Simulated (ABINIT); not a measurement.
The system is C.

```
C
1.0
     0.00000    1.78337    1.78337
     1.78337    0.00000    1.78337
     1.78337    1.78337    0.00000
C
2
Direct
  0.75000 0.75000 0.75000
  0.50000 0.50000 0.50000
```

This isn't the form of C at room conditions, which is graphite.

Program: ABINIT 10.8.3 (patched build). Alike in all runs: no spin polarisation; cell as given; smearing fermi-dirac 0.05 eV. Hardware: 1 thread of Arm Neoverse V1 (shared host).

Question: Order these runs on this cell by their wall time, lowest first.
A. task single point; level LDA; potentials or basis JTH PAW LDA v2.0; k mesh 10 × 10 × 10; cutoff (eV) 544; fine-grid cutoff 1088.46 eV; mesh quality not flagged
B. task band structure; level rPW86PBE; potentials or basis PseudoDojo NC SR PBE v0.4.1 standard; k mesh 13 × 13 × 13; cutoff (eV) 1116; mesh quality not flagged
C. task band structure; level TB-mBJ; potentials or basis JTH PAW LDA v2.0; k mesh 13 × 13 × 13; cutoff (eV) 626; fine-grid cutoff 1224.51 eV; mesh quality not flagged
D. task single point; level LDA; potentials or basis JTH PAW LDA v2.0; k mesh 5 × 5 × 5; cutoff (eV) 544; fine-grid cutoff 1088.46 eV; mesh quality coarse
E. task single point; level LDA; potentials or basis JTH PAW LDA v2.0; k mesh 17 × 17 × 17; cutoff (eV) 544; fine-grid cutoff 1088.46 eV; mesh quality not flagged

Answer: D (1.1 s), A (2.8 s), E (8.3 s), B (28 s), C (160 s).

Caveats: some runs use coarse meshes.

Not every run made on this cell is shown here.
